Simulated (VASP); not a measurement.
# KCl (Fm-3m) in VASP: single point with r2SCAN

Aim: the single point of KCl with r2SCAN.

Program: VASP 6.6.1. These are calculated values, not measurements. Logs are shortened: lines on timing, memory, paths and dates and some standing lists are left out, and cuts for length are marked.

**The experiment to reproduce.**

From a printed reference work, monograph, for a bulk crystal of KCl: band gap 8.68 eV.

The runs below are set against these values where they give the same quantity.

## Step 1: The cell of the first run

It takes space group Fm-3m (No. 225, cubic). The conventional cell has a = 6.376 Å, b = 6.376 Å, c = 6.376 Å, α = 90.00°, β = 90.00°, γ = 90.00°. K (site symmetry m-3m) has 6 Cl at 3.19 Å within 4.2 Å. Within 4.2 Å of Cl (site symmetry m-3m) lie 6 K at 3.19 Å.

## Step 2: Single point, r2SCAN

Input file POSCAR:

```
KCl
1.0
    0.0000000000      3.1878530000      3.1878530000
    3.1878530000      0.0000000000      3.1878530000
    3.1878530000      3.1878530000      0.0000000000
K Cl
1 1
Direct
    0.0000000000      0.0000000000      0.0000000000
    0.5000000000      0.5000000000      0.5000000000
```

Input file INCAR.step1:

```
SYSTEM = KCl
ALGO = Normal
EDIFF = 1E-4
ENCUT = 520
GGA = PE
ISMEAR = -1
LASPH = .TRUE.
LCHARG = .FALSE.
LREAL = .FALSE.
LWAVE = .TRUE.
NBANDS = 15
NELM = 60
PREC = Accurate
SIGMA = 0.0315
```

Input file INCAR.step2:

```
SYSTEM = KCl
ALGO = Normal
EDIFF = 1E-6
ENCUT = 520
ISIF = 2
ISMEAR = -1
ISTART = 1
LASPH = .TRUE.
LCHARG = .FALSE.
LMIXTAU = .TRUE.
LREAL = .FALSE.
LWAVE = .FALSE.
METAGGA = R2SCAN
NBANDS = 15
NELM = 60
PREC = Accurate
SIGMA = 0.0315
```

Input file KPOINTS:

```
k-points
0
G
  7 7 7
  0 0 0
```

Potentials or basis: VASP PAW PBE potentials, release 64 (K_sv, Cl).

Run with:

```bash
$ cat potpaw_PBE.64/K_sv/POTCAR potpaw_PBE.64/Cl/POTCAR > POTCAR
$ cp INCAR.step1 INCAR
$ mpirun -np 1 vasp_std > vasp.out
$ cp INCAR.step2 INCAR
$ mpirun -np 1 vasp_std > vasp.out
```

OUTCAR:

```text
SYSTEM = KCl
   EDIFF = 1E-6
   ENCUT = 520
   ISIF = 2
   ISMEAR = -1
   ISTART = 1
   LASPH = .TRUE.
   LREAL = .FALSE.
   METAGGA = R2SCAN
   NELM = 60
   PREC = Accurate

 ion  position               nearest neighbor table
   1  0.000  0.000  0.000-   2 3.19   2 3.19   2 3.19   2 3.19   2 3.19   2 3.19
   2  0.500  0.500  0.500-   1 3.19   1 3.19   1 3.19   1 3.19   1 3.19   1 3.19

  LATTYP: Found a face centered cubic cell.
 ALAT       =     6.3757060000

  Lattice vectors:

 A1 = (   0.0000000000,   3.1878530000,   3.1878530000)
 A2 = (   3.1878530000,   0.0000000000,   3.1878530000)
 A3 = (   3.1878530000,   3.1878530000,   0.0000000000)

Analysis of symmetry for initial positions (statically):
=====================================================================
 Subroutine PRICEL returns:
 Original cell was already a primitive cell.

 Routine SETGRP: Setting up the symmetry group for a
 face centered cubic supercell.

 Subroutine GETGRP returns: Found 48 space group operations
 (whereof 48 operations were pure point group operations)
 out of a pool of 48 trial point group operations.

The static configuration has the point symmetry O_h .

Analysis of symmetry for dynamics (positions and initial velocities):
=====================================================================
 Subroutine PRICEL returns:
 Original cell was already a primitive cell.

 Routine SETGRP: Setting up the symmetry group for a
 face centered cubic supercell.

 Subroutine GETGRP returns: Found 48 space group operations
 (whereof 48 operations were pure point group operations)
 out of a pool of 48 trial point group operations.

The dynamic configuration has the point symmetry O_h .

 Subroutine INISYM returns: Found 48 space group operations
 (whereof 48 operations are pure point group operations),
 and found     1 'primitive' translations

----------------------------------------------------------------------------------------

                                     Primitive cell

  volume of cell :      64.7925

  direct lattice vectors                    reciprocal lattice vectors
     0.000000000  3.187853000  3.187853000    -0.156845375  0.156845375  0.156845375
     3.187853000  0.000000000  3.187853000     0.156845375 -0.156845375  0.156845375
     3.187853000  3.187853000  0.000000000     0.156845375  0.156845375 -0.156845375

  length of vectors
     4.508304947  4.508304947  4.508304947     0.271664159  0.271664159  0.271664159

  position of ions in fractional coordinates (direct lattice)
     0.000000000  0.000000000  0.000000000
     0.500000000  0.500000000  0.500000000

  ion indices of the primitive-cell ions
   primitive index   ion index
                 1           1
                 2           2

----------------------------------------------------------------------------------------

 KPOINTS: k-points

Automatic generation of k-mesh.
 Grid dimensions read from file:
 generate k-points for:    7    7    7

 Generating k-lattice:

  Cartesian coordinates                     Fractional coordinates (reciprocal lattice)
    -0.022406482  0.022406482  0.022406482     0.142857143  0.000000000  0.000000000
     0.022406482 -0.022406482  0.022406482     0.000000000  0.142857143  0.000000000
     0.022406482  0.022406482 -0.022406482     0.000000000  0.000000000  0.142857143

  Length of vectors
     0.038809166  0.038809166  0.038809166

  Shift w.r.t. Gamma in fractional coordinates (k-lattice)
     0.000000000  0.000000000  0.000000000

 Subroutine IBZKPT returns following result:
 ===========================================

 Found     20 irreducible k-points:

 Following reciprocal coordinates:
            Coordinates               Weight
  0.000000  0.000000  0.000000      1.000000
  0.142857  0.000000  0.000000      8.000000
  0.285714  0.000000  0.000000      8.000000
  0.428571  0.000000  0.000000      8.000000
  0.142857  0.142857  0.000000      6.000000
  0.285714  0.142857  0.000000     24.000000
[... 12 lines left out ...]
 -0.428571  0.428571  0.142857     24.000000
 -0.285714  0.428571  0.142857     24.000000
   k-points           NKPTS =     20   k-points in BZ     NKDIM =     20   number of bands    NBANDS=     15
   number of dos      NEDOS =    301   number of ions     NIONS =      2
   total plane-waves  NPLWV =  46656
   dimension x,y,z NGX =    36 NGY =   36 NGZ =   36
   dimension x,y,z NGXF=    72 NGYF=   72 NGZF=   72
   ions per type =               1   1
   NGX,Y,Z   is equivalent  to a cutoff of  13.28, 13.28, 13.28 a.u.
   NGXF,Y,Z  is equivalent  to a cutoff of  26.55, 26.55, 26.55 a.u.
 SYSTEM =  KCl
   PREC   = accura    normal or accurate (medium, high low for compatibility)
   ISTART =      1    job   : 0-new  1-cont  2-samecut
   ICHARG =      0    charge: 1-file 2-atom 10-const
   ISPIN  =      1    spin polarized calculation?
   LNONCOLLINEAR =      F non collinear calculations
   LSORBIT =      F    spin-orbit coupling
   LASPH  =      T    aspherical Exc in radial PAW
   ENCUT  =  520.0 eV  38.22 Ry    6.18 a.u.   8.38  8.38  8.38*2*pi/ulx,y,z
   NELM   =     60;   NELMIN=  2; NELMDL=  0     # of ELM steps
   EDIFF  = 0.1E-05   stopping-criterion for ELM
   LREAL  =      F    real-space projection
   EDIFFG = 0.1E-04   stopping-criterion for IOM
   NSW    =      0    number of steps for IOM
   IBRION =     -1    ionic relax: 0-MD 1-quasi-New 2-CG
   NFREE  =      0    steps in history (QN), initial steepest desc. (CG)
   ISIF   =      2    stress and relaxation
   ISYM   =      2    0-nonsym 1-usesym 2-fastsym
   POTIM  = 0.5000    time-step for ionic-motion
   TEBEG  =    0.0;   TEEND  =   0.0 temperature during run
   PSTRESS=    0.0 pullay stress
   NELECT =      16.0000    total number of electrons
   NUPDOWN=      -1.0000    fix difference up-down
   EMIN   =  10.00;   EMAX   =-10.00  energy-range for DOS
   EFERMI =   0.00;   METHOD = LEGACY
   ISMEAR =    -1;   SIGMA  =   0.03  broadening in eV -4-tet -1-fermi 0-gaus
   EFERMI_NEDOS =   21; number of points for ismear=-14 and -15
   IALGO  =     38    algorithm
   IMIX   =      4    mixing-type and parameters
     AMIX     =   0.40;   BMIX     =  1.00
     AMIX_MAG =   1.60;   BMIX_MAG =  1.00
  volume/ion in A,a.u.               =      32.40       218.62
  Fermi-wavevector in a.u.,A,eV,Ry     =   1.027085  1.940910 14.352845  1.054904
  Thomas-Fermi vector in A             =   2.161012
   LORBIT       =      0    0 simple, 1 ext, 2 COOP (PROOUT), +10 PAW based schemes
   METAGGA = R2SCAN    functional components
   LHFCALC =     F    Hartree Fock is set to
   AEXX    =    0.0000 exact exchange contribution
   IVDW    =     0    specifies the selected vdW correction
   LEPSILON=     F    determine dielectric tensor
   LRPA    =     F    only Hartree local field effects (RPA)
 non-spin polarized calculation
  energy-cutoff  :      520.00
  volume of cell :       64.79
 maximum number of plane-waves:      1807
 NGX is ok and might be reduce to    36
   NGX = 17   NGY = 17   NGZ = 17

 number of electron      15.9999998 magnetization

 Free energy of the ion-electron system (eV)
  ---------------------------------------------------
  ext. energy  EPLUGINS =         0.00000000
  ---------------------------------------------------
  free energy    TOTEN  =       -16.50153541 eV

  energy without entropy =      -16.50153541  energy(sigma->0) =      -16.50153541

 E-fermi :  -1.7337     XC(G=0):  -7.7787

 val. band max:       -2.4138850713   @ k =   0.0000   0.0000   0.0000
 cond. band min:       3.2801006382   @ k =   0.0000   0.0000   0.0000
 fundamental gap:      5.6939857094
 Fermi energy:        -1.7337033545

 k-point     1 :       0.0000    0.0000    0.0000
  band No.  band energies     occupation
      1     -30.7812      2.00000
      2     -15.0407      2.00000
      3     -13.4713      2.00000
      4     -13.4713      2.00000
      5     -13.4713      2.00000
      6      -2.4139      2.00000
      7      -2.4139      2.00000
      8      -2.4139      2.00000
      9       3.2801      0.00000
     10       6.6008      0.00000
     11       6.6008      0.00000
     12       6.6008      0.00000
     13       7.6210      0.00000
     14       7.6210      0.00000
     15      10.8070      0.00000

 k-point     2 :       0.1429    0.0000    0.0000
  band No.  band energies     occupation
      1     -30.7796      2.00000
      2     -15.0709      2.00000
      3     -13.4726      2.00000
      4     -13.4726      2.00000
      5     -13.4311      2.00000
      6      -2.6327      2.00000
      7      -2.4714      2.00000
      8      -2.4714      2.00000
      9       3.7422      0.00000
     10       6.4130      0.00000
     11       6.8561      0.00000
     12       6.8561      0.00000
     13       7.8882      0.00000
     14       7.8882      0.00000
     15      11.5849      0.00000

 k-point     3 :       0.2857    0.0000    0.0000
  band No.  band energies     occupation
      1     -30.7761      2.00000
      2     -15.1340      2.00000
      3     -13.4758      2.00000
      4     -13.4758      2.00000
      5     -13.3454      2.00000
      6      -3.0571      2.00000
      7      -2.5960      2.00000
      8      -2.5960      2.00000
      9       4.7665      0.00000
     10       6.3013      0.00000
     11       7.5709      0.00000
     12       7.5709      0.00000
     13       8.6027      0.00000
     14       8.6027      0.00000
     15      11.4895      0.00000
[... 271 lines left out ...]
 k-point    19 :      -0.4286    0.4286    0.1429
  band No.  band energies     occupation
      1     -30.7708      2.00000
      2     -15.0164      2.00000
      3     -13.5536      2.00000
      4     -13.5286      2.00000
      5     -13.4363      2.00000
      6      -3.0324      2.00000
      7      -2.7458      2.00000
      8      -2.7200      2.00000
      9       5.2315      0.00000
     10       6.6372      0.00000
     11       7.7277      0.00000
     12       8.7893      0.00000
     13       9.0744      0.00000
     14       9.7450      0.00000
     15      10.2323      0.00000

 k-point    20 :      -0.2857    0.4286    0.1429
  band No.  band energies     occupation
      1     -30.7705      2.00000
      2     -15.0391      2.00000
      3     -13.5584      2.00000
      4     -13.5286      2.00000
      5     -13.3974      2.00000
      6      -2.9563      2.00000
      7      -2.9027      2.00000
      8      -2.7543      2.00000
      9       5.8088      0.00000
     10       6.4951      0.00000
     11       7.8351      0.00000
     12       8.2030      0.00000
     13       9.6255      0.00000
     14       9.8114      0.00000
     15      10.6059      0.00000

------------------------ aborting loop because EDIFF is reached ----------------------------------------

  FORCE on cell =-STRESS in cart. coord.  units (eV):
  Direction    XX          YY          ZZ          XY          YZ          ZX
  --------------------------------------------------------------------------------------
  -------------------------------------------------------------------------------------
  Total       -0.2887889     -0.2887889     -0.2887889      0.0000000      0.0000000     -0.0000000
  in kB       -7.1411188     -7.1411188     -7.1411188      0.0000000      0.0000000     -0.0000000
  external PRESSURE =      -7.1411188 kB  Pullay stress =       0.0000000 kB

 VOLUME and BASIS-vectors are now :
 -----------------------------------------------------------------------------
  energy-cutoff  :      520.00
  volume of cell :       64.79
      direct lattice vectors                 reciprocal lattice vectors
     0.000000000  3.187853000  3.187853000    -0.156845375  0.156845375  0.156845375
     3.187853000  0.000000000  3.187853000     0.156845375 -0.156845375  0.156845375
     3.187853000  3.187853000  0.000000000     0.156845375  0.156845375 -0.156845375

 POSITION                                       TOTAL-FORCE (eV/Angst)
 -----------------------------------------------------------------------------------
      0.00000      0.00000      0.00000         0.000000     -0.000000     -0.000000
      3.18785      3.18785      3.18785        -0.000000      0.000000      0.000000
 -----------------------------------------------------------------------------------
    total drift:                                0.000000      0.000000      0.000000

  FREE ENERGIE OF THE ION-ELECTRON SYSTEM (eV)
  ---------------------------------------------------
  free  energy   TOTEN  =       -16.5015354107 eV

  energy  without entropy=      -16.5015354106  energy(sigma->0) =      -16.50153541
```

It took 1.9 min on 1 thread of Intel Xeon 8259CL, shared host; peak memory 0.22 GiB.

Results:

```
Free energy            : -16.5015 eV
Pressure               : -0.7 GPa
Band gap on the k mesh : 5.69 eV
```

Caveat: the PAW data sets were made with another functional, which shifts forces and pressure a little; an odd mesh through Γ misses points on the zone boundary, where band edges can lie.

## Step 3: Against experiment

Step 2. Measured gap of KCl: 8.68 eV (a printed reference work, monograph). This calculation gives 5.69 eV (-2.99 eV). The value is that of r2SCAN on a finite k mesh, which can miss the band edges, without temperature or zero-point motion.
